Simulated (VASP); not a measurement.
# Co (P6_3/mmc) in VASP: relaxation of cell and atoms with r2SCAN

Aim: the relaxation of cell and atoms of Co with r2SCAN.

Everything below comes from runs of VASP 6.6.1. Logs are shortened: lines on timing, memory, paths and dates and some standing lists are left out, and cuts for length are marked.

## Step 1: The structure

Symmetry: P6_3/mmc, No. 194, hexagonal system. Conventional cell: a = 2.507 Å, b = 2.507 Å, c = 4.070 Å, α = 90.00°, β = 90.00°, γ = 120.00°. Co (site symmetry -6m2) is surrounded by 12 Co at 2.50 to 2.51 Å.

## Step 2: Relaxation of cell and atoms, r2SCAN, collinear spin, ferromagnetic start

Contents of INCAR:

```
SYSTEM = Co
ALGO = Normal ; EDIFF = 1E-7
EDIFFG = -0.004 ; ENCUT = 600
IBRION = 2 ; ISIF = 3
ISMEAR = 0 ; ISPIN = 2
LASPH = .True. ; LCHARG = .False.
LMAXMIX = 4 ; LMIXTAU = .True.
LORBIT = 11 ; LREAL = .False.
LWAVE = .False. ; MAGMOM = 1.5 1.5
METAGGA = R2SCAN ; NELM = 120
NSW = 80 ; PREC = Accurate
SIGMA = 0.1
```

Contents of KPOINTS:

```
k-points
0
Gamma
  15 15 7
  0 0 0
```

Contents of POSCAR:

```
Co
1.0
    2.5074000000      0.0000000000      0.0000000000
   -1.2537000000      2.1714721000      0.0000000000
    0.0000000000      0.0000000000      4.0699000000
Co
2
Direct
    0.3333333300      0.6666666700      0.2500000000
    0.6666666700      0.3333333300      0.7500000000
```

Potentials or basis: VASP PAW PBE potentials, release 64 (Co).

On the command line:

```console
$ cat potpaw_PBE.64/Co/POTCAR > POTCAR
$ mpirun -np 1 vasp_std > vasp.out
```

OUTCAR:

```text
SYSTEM = Co
   EDIFF = 1E-7
   EDIFFG = -0.004
   ENCUT = 600
   IBRION = 2
   ISIF = 3
   ISMEAR = 0
   ISPIN = 2
   LASPH = .True.
   LORBIT = 11
   LREAL = .False.
   METAGGA = R2SCAN
   NELM = 120
   NSW = 80
   PREC = Accurate

 ion  position               nearest neighbor table
   1  0.333  0.667  0.250-   2 2.50   2 2.50   2 2.50   2 2.50   2 2.50   2 2.50
   2  0.667  0.333  0.750-   1 2.50   1 2.50   1 2.50   1 2.50   1 2.50   1 2.50

  LATTYP: Found a hexagonal cell.
 ALAT       =     2.5074000000
 C/A-ratio  =     1.6231554598

  Lattice vectors:

 A1 = (   2.5074000000,   0.0000000000,   0.0000000000)
 A2 = (  -1.2537000000,   2.1714721000,   0.0000000000)
 A3 = (   0.0000000000,   0.0000000000,   4.0699000000)

Analysis of symmetry for initial positions (statically):
=====================================================================
 Subroutine PRICEL returns:
 Original cell was already a primitive cell.

 Routine SETGRP: Setting up the symmetry group for a
 hexagonal supercell.

 Subroutine GETGRP returns: Found 24 space group operations
 (whereof 12 operations were pure point group operations)
 out of a pool of 24 trial point group operations.

The static configuration has the point symmetry D_3d.
 The point group associated with its full space group is D_6h.

Analysis of symmetry for dynamics (positions and initial velocities):
=====================================================================
 Subroutine PRICEL returns:
 Original cell was already a primitive cell.

 Routine SETGRP: Setting up the symmetry group for a
 hexagonal supercell.

 Subroutine GETGRP returns: Found 24 space group operations
 (whereof 12 operations were pure point group operations)
 out of a pool of 24 trial point group operations.

The dynamic configuration has the point symmetry D_3d.
 The point group associated with its full space group is D_6h.

Analysis of structural, dynamic, and magnetic symmetry:
=====================================================================
 Subroutine PRICEL returns:
 Original cell was already a primitive cell.

 Routine SETGRP: Setting up the symmetry group for a
 hexagonal supercell.

 Subroutine GETGRP returns: Found 24 space group operations
 (whereof 12 operations were pure point group operations)
 out of a pool of 24 trial point group operations.

The overall configuration has the point symmetry D_3d.
 The point group associated with its full space group is D_6h.

 Subroutine INISYM returns: Found 24 space group operations
 (whereof 12 operations are pure point group operations),
 and found     1 'primitive' translations

----------------------------------------------------------------------------------------
[... 132 lines left out ...]

--------------------------------------- Ionic step        1  -------------------------------------------

 number of electron      17.9999999 magnetization       3.5713962

 Free energy of the ion-electron system (eV)
  ---------------------------------------------------
  ext. energy  EPLUGINS =         0.00000000
  ---------------------------------------------------
  free energy    TOTEN  =       -26.38776888 eV

  energy without entropy =      -26.37964992  energy(sigma->0) =      -26.38370940

------------------------ aborting loop because EDIFF is reached ----------------------------------------

  FORCE on cell =-STRESS in cart. coord.  units (eV):
  Direction    XX          YY          ZZ          XY          YZ          ZX
  --------------------------------------------------------------------------------------
  -------------------------------------------------------------------------------------
  Total       -1.2080463     -1.2080463     -1.1176770      0.0000000     -0.0000000      0.0000000
  in kB      -87.3438949    -87.3438951    -80.8100326      0.0000000     -0.0000000      0.0000000
  external PRESSURE =     -85.1659408 kB  Pullay stress =       0.0000000 kB
[... 239 lines left out ...]
--------------------------------------- Ionic step        8  -------------------------------------------

 number of electron      17.9999997 magnetization       3.4356404

 Free energy of the ion-electron system (eV)
  ---------------------------------------------------
  ext. energy  EPLUGINS =         0.00000000
  ---------------------------------------------------
  free energy    TOTEN  =       -26.41437894 eV

  energy without entropy =      -26.40504369  energy(sigma->0) =      -26.40971132

 E-fermi :  10.6807     XC(G=0): -14.8370

 val. band max:       10.6747807001   @ k =   0.1333   0.0000   0.1429
 cond. band min:      10.6820699310   @ k =   0.1333   0.0667   0.0000
 fundamental gap:      0.0072892309
 Fermi energy:        10.6807353904

 spin component 1

 k-point     1 :       0.0000    0.0000    0.0000
  band No.  band energies     occupation
      1       1.1787      1.00000
      2       4.8025      1.00000
      3       7.2485      1.00000
      4       7.3021      1.00000
      5       7.3021      1.00000
      6       7.6096      1.00000
      7       7.6096      1.00000
      8       7.9613      1.00000
      9       7.9613      1.00000
     10       9.0635      1.00000
     11       9.0635      1.00000
     12      10.3374      1.00000
     13      16.9536      0.00000
     14      33.6595      0.00000
[... 403 lines left out ...]
      4       6.8038      1.00000
      5       6.9854      1.00000
      6       7.2252      1.00000
      7       7.8473      1.00000
      8       9.0099      1.00000
      9       9.1134      1.00000
     10       9.2127      1.00000
     11      13.2016      0.00000
     12      14.7394      0.00000
     13      20.2450      0.00000
     14      21.9723      0.00000
     15      22.3950      0.00000

 [... further k-points ...]

 spin component 2

 k-point     1 :       0.0000    0.0000    0.0000
  band No.  band energies     occupation
      1       0.5882      1.00000
      2       5.9406      1.00000
      3       9.6214      1.00000
      4       9.7326      1.00000
      5       9.7326      1.00000
      6       9.7979      1.00000
      7      10.1255      1.00000
      8      10.1255      1.00000
      9      10.6728      0.54477
     10      10.6728      0.54475
     11      11.9623      0.00000
     12      11.9623      0.00000
     13      18.3860      0.00000
     14      33.3979      0.00000
[... 444 lines left out ...]
  FREE ENERGIE OF THE ION-ELECTRON SYSTEM (eV)
  ---------------------------------------------------
  free  energy   TOTEN  =       -26.4143789417 eV

  energy  without entropy=      -26.4050436914  energy(sigma->0) =      -26.40971132

 reached required accuracy - stopping structural energy minimisation

 total charge

# of ion       s       p       d       tot
------------------------------------------
    1        0.520   0.579   7.244   8.343
    2        0.520   0.579   7.244   8.343
--------------------------------------------------
tot          1.039   1.159  14.489  16.687

 magnetization (x)

# of ion       s       p       d       tot
------------------------------------------
    1       -0.013  -0.087   1.879   1.778
    2       -0.013  -0.087   1.879   1.778
--------------------------------------------------
tot         -0.026  -0.175   3.757   3.556
```

CONTCAR:

```text
Co
   1.00000000000000
     2.4672607115076559   -0.0000000000000000    0.0000000000000000
    -1.2336303557538280    2.1367104563534007   -0.0000000000000000
    -0.0000000000000000   -0.0000000000000000    4.0197880599713081
  Co
     2
Direct
     0.3333333300000021    0.6666666699999979    0.2500000000000000
     0.6666666699999979    0.3333333300000021    0.7500000000000000

  0.00000000E+00  0.00000000E+00  0.00000000E+00
  0.00000000E+00  0.00000000E+00  0.00000000E+00
```

It took 12 min on 1 thread of Intel Xeon 6975P-C (Granite Rapids), shared host; peak memory 0.21 GiB.

What came out:

| Item | Value |
| --- | --- |
| Free energy | -26.4144 eV |
| Relaxed volume | 10.60 Å³/atom |
| Relaxed cell | a = 2.467 Å, b = 2.467 Å, c = 4.020 Å, α = 90.00°, β = 90.00°, γ = 120.00° |
| Space group after relaxing (to 0.05 Å) | P6_3/mmc (No. 194) |
| Energy gained by relaxing | 13.3 meV/atom |
| Ionic steps | 8 |
| Pressure after relaxing | 0.0 GPa |
| Band gap on the k mesh | none (metal or under the smearing width) |
| Net moment | 3.44 μB per cell |
| Site moments | Co +1.78 μB |
| Valence electrons inside the program's atomic spheres | Co 8.34 |

Step by step:
```
step  energy change (eV)  largest force (eV/Å)  pressure (GPa)  volume (Å³)
   1              0.0000                0.0000           -8.52        22.16
   2             -0.0005                0.0000           10.33        20.32
   3             -0.0265                0.0000           -0.11        21.20
   4             -0.0265                0.0000            0.07        21.18
   5             -0.0266                0.0000            0.09        21.18
   6             -0.0266                0.0000            0.10        21.18
   7             -0.0266                0.0000           -0.09        21.20
   8             -0.0266                0.0000           -0.03        21.19
```

Final structure:
```
Co
1.0
     2.46726    0.00000    0.00000
    -1.23363    2.13671    0.00000
     0.00000    0.00000    4.01979
Co
2
Direct
  0.33333 0.66667 0.25000
  0.66667 0.33333 0.75000
```

Caveat: the PAW data sets were made with another functional, which shifts forces and pressure a little.
